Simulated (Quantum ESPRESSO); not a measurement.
A run of Quantum ESPRESSO 7.5:

The input pw.in:

```
&CONTROL
  calculation = 'scf'
  prefix = 'pwscf'
  outdir = './tmp'
  pseudo_dir = './pseudo'
  tprnfor = .true.
  tstress = .true.
  disk_io = 'low'
/
&SYSTEM
  ibrav = 0
  celldm(1) = 8
  nat = 3
  ntyp = 2
  ecutwfc = 45
  ecutrho = 360
  nbnd = 19
  occupations = 'smearing'
  smearing = 'fd'
  degauss = 0.00367493
/
&ELECTRONS
  conv_thr = 6d-10
  electron_maxstep = 120
  mixing_beta = 0.5
/
ATOMIC_SPECIES
Ti    47.8670 ti_lda_v1.4.uspp.F.UPF
O     15.9990 o_lda_v1.2.uspp.F.UPF
CELL_PARAMETERS alat
  0.3536932360865   0.2042048850528   1.6491508541596
 -0.3536932360865   0.2042048850528   1.6491508541596
  0.0000000000000  -0.4084097701292   1.6491508541596
ATOMIC_POSITIONS crystal
Ti     0.0000000000    0.0000000000    0.0000000000
O      0.3795330000    0.3795330000    0.3795330000
O      0.6204670000    0.6204670000    0.6204670000
K_POINTS automatic
4 4 4 1 1 1
```

Contents of relax.in:

```
&CONTROL
  calculation = 'vc-relax'
  prefix = 'pwscf'
  outdir = './tmp'
  pseudo_dir = './pseudo'
  tprnfor = .true.
  tstress = .true.
  disk_io = 'low'
  nstep = 40
  forc_conv_thr = 0.0001
  etot_conv_thr = 1d-06
/
&SYSTEM
  ibrav = 0
  celldm(1) = 8
  nat = 3
  ntyp = 2
  ecutwfc = 45
  ecutrho = 360
  nbnd = 19
  occupations = 'smearing'
  smearing = 'fd'
  degauss = 0.00367493
/
&ELECTRONS
  conv_thr = 6d-10
  electron_maxstep = 120
  mixing_beta = 0.5
/
&IONS
  ion_dynamics = 'bfgs'
/
&CELL
  cell_dynamics = 'bfgs'
  press = 80
  press_conv_thr = 0.2
/
ATOMIC_SPECIES
Ti    47.8670 ti_lda_v1.4.uspp.F.UPF
O     15.9990 o_lda_v1.2.uspp.F.UPF
CELL_PARAMETERS alat
  0.3536932360827   0.2042048850589   1.6491508541601
 -0.3536932360827   0.2042048850589   1.6491508541601
 -0.0000000000000  -0.4084097701297   1.6491508541587
ATOMIC_POSITIONS crystal
Ti     0.0000000000    0.0000000000    0.0000000000
O      0.3795330000    0.3795330000    0.3795330000
O      0.6204670000    0.6204670000    0.6204670000
K_POINTS automatic
4 4 4 1 1 1
```

The input scf2.in:

```
&CONTROL
  calculation = 'scf'
  prefix = 'pwscf'
  outdir = './tmp'
  pseudo_dir = './pseudo'
  tprnfor = .true.
  tstress = .true.
  disk_io = 'low'
/
&SYSTEM
  ibrav = 0
  celldm(1) = 8
  nat = 3
  ntyp = 2
  ecutwfc = 45
  ecutrho = 360
  nbnd = 19
  occupations = 'fixed'
/
&ELECTRONS
  conv_thr = 1d-13
  electron_maxstep = 120
  mixing_beta = 0.5
  startingpot = 'file'
  startingwfc = 'file'
/
ATOMIC_SPECIES
Ti    47.8670 ti_lda_v1.4.uspp.F.UPF
O     15.9990 o_lda_v1.2.uspp.F.UPF
CELL_PARAMETERS alat
  0.3427761744536   0.1979019165886   1.0429872433869
 -0.3427761744536   0.1979019165886   1.0429872433869
  0.0000000000000  -0.3958038331891   1.0429872433847
ATOMIC_POSITIONS crystal
Ti     0.0000000000    0.0000000000    0.0000000000
O      0.4055282822    0.4055282822    0.4055282822
O      0.5944717178    0.5944717178    0.5944717178
K_POINTS automatic
4 4 4 1 1 1
```

File ph.in:

```
phonons of TiO2
&INPUTPH
  prefix = 'pwscf'
  outdir = './tmp'
  tr2_ph = 1d-18
  fildyn = 'dyn'
  niter_ph = 90
  alpha_mix(1) = 0.7
  epsil = .true.
/
0.0000000000 0.0000000000 0.0000000000
```

File dynmat.in:

```
&INPUT
  fildyn = 'dyn'
  asr = 'crystal'
  lperm = .true.
  filout = 'dynmat.disp'
  fileig = 'dynmat.eig'
/
```

dynmat_lo.in

```
&INPUT
  fildyn = 'dyn'
  asr = 'crystal'
  filout = 'dynmat_lo.disp'
  fileig = 'dynmat_lo.eig'
  q(1) = 0
  q(2) = 0
  q(3) = 1
/
```

Potentials or basis: GBRV 1.5 LDA.

Launch:

```sh
$ OMP_NUM_THREADS=1 pw.x -in pw.in > pw.out
$ OMP_NUM_THREADS=1 pw.x -in relax.in > relax.out
$ OMP_NUM_THREADS=1 pw.x -in scf2.in > scf2.out
$ OMP_NUM_THREADS=1 ph.x -in ph.in > ph.out
$ OMP_NUM_THREADS=1 dynmat.x -in dynmat.in > dynmat.out
$ OMP_NUM_THREADS=1 dynmat.x -in dynmat_lo.in > dynmat_lo.out
```

Hardware: 1 thread of Intel(R) Xeon(R) 6975P-C (Granite Rapids), on a shared host.

Question: Estimate the wall time of this run.

Answer: Run time: 6.7 min on 1 thread of Intel(R) Xeon(R) 6975P-C (Granite Rapids) (shared host), peak memory 0.22 GiB. Counts: scf iterations 167, k pools 1, bands 19, ion steps 19, k points 10, g dense 42175.
